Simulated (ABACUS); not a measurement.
A run of ABACUS 3.10.1 is set up as follows.

INPUT

```
INPUT_PARAMETERS
suffix              Nb
calculation         cell-relax
basis_type          lcao
pseudo_dir          ./
orbital_dir         ./
latname             bcc
symmetry            1
dft_functional      pz
ecutwfc             100
pseudo_rcut         10
nspin               1
nbands              11
ks_solver           scalapack_gvx
smearing_method     fd
smearing_sigma      0.00367493
scf_thr             1e-07
scf_nmax            100
mixing_type         broyden
mixing_beta         0.7
cal_force           1
cal_stress          1
out_mul             1
relax_nmax          60
force_thr_ev        0.005
relax_method        cg
out_stru            1
stress_thr          0.5
```

STRU

```
ATOMIC_SPECIES
Nb 92.9064 Nb.upf

NUMERICAL_ORBITAL
Nb_confined-atom_7au_3s2p2d1f.orb

LATTICE_CONSTANT
6.2888195701

ATOMIC_POSITIONS
Direct

Nb
0.0
1
0.0000000000 0.0000000000 0.0000000000 1 1 1
```

The input KPT:

```
K_POINTS
0
Gamma
10 10 10 0 0 0
```

Potentials or basis: PseudoDojo NC SR 0.4.1 LDA standard, DZP LCAO (the cutoffs set its grid).

The run is started by

```sh
$ OMP_NUM_THREADS=1 mpirun -np 4 abacus > log
```

Question: Predict the relaxed volume.

Answer: 17.21 Å³/atom.

Question: Predict the space group after relaxing (to 0.05 Å).

Answer: Im-3m (No. 229).

Question: Estimate the relaxed cell.

Answer: a = 2.817 Å, b = 2.817 Å, c = 2.817 Å, α = 70.53°, β = 109.47°, γ = 70.53°.

Final structure:
```cif
data_structure
_symmetry_space_group_name_H-M 'P 1'
_symmetry_Int_Tables_number 1
_cell_length_a 2.8170
_cell_length_b 2.8170
_cell_length_c 2.8170
_cell_angle_alpha 70.529
_cell_angle_beta 109.471
_cell_angle_gamma 70.529
_cell_volume 17.21
loop_
_atom_site_label
_atom_site_type_symbol
_atom_site_fract_x
_atom_site_fract_y
_atom_site_fract_z
_atom_site_occupancy
Nb1 Nb 0.00000 0.00000 0.00000 1
```

Caveat: the atomic orbitals were generated for these runs and aren't a published set; the basis of atomic orbitals isn't converged, which shifts pressures, moduli and gaps. Zero-point motion and thermal expansion aren't in these numbers.
